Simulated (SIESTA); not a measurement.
Crystal: VO2.

```
V O
1.0
     4.50720    0.00000    0.00000
     0.00000    4.50720    0.00000
     0.00000    0.00000    3.04445
V O
2 4
Direct
  0.50000 0.50000 0.50000
  0.00000 0.00000 0.00000
  0.20036 0.79964 0.50000
  0.79964 0.20036 0.50000
  0.70036 0.70036 0.00000
  0.29964 0.29964 0.00000
```

The cell is a database's computed one.

Base run:

* Program: SIESTA 5.4.2
* Functional: BLYP
* Potentials or basis: PseudoDojo 0.4 standard (PBE files)
* Basis: DZP (energy shift 0.003 Ry; two zetas on semicore shells)
* Grid cutoff: 800 Ry
* Energy shift: 0.003 Ry
* k mesh: 4 × 4 × 6
* Occupations: fermi-dirac, width 0.05 eV
* Spin: collinear spin, ferromagnetic start
* Starting moments: [2.0, 2.0, 0.0, 0.0, 0.0, 0.0] μB

Its results: band gap on the k mesh none (metal or under the smearing width); pressure 0.4 GPa; net moment 2.00 μB per cell; site moments V +1.20; O -0.10 μB; largest force 0.206 eV/Å.

Question: The run is repeated on the same cell with these changes: functional from BLYP to PBEsol; potentials or basis from PseudoDojo 0.4 standard (PBE files) to PseudoDojo 0.4 standard (PBEsol files). What comes out?

Answer: Band gap on the k mesh none (metal or under the smearing width); pressure -13.9 GPa; net moment 2.00 μB per cell; site moments V +1.20; O -0.10 μB; largest force 0.292 eV/Å.

Caveats: the basis of atomic orbitals isn't converged, which shifts pressures, moduli and gaps; semilocal functionals often make such compounds metallic where correlation or magnetic order opens a gap, which also shifts bond lengths; the potentials were made for another functional, which shifts forces and pressure (some runs).
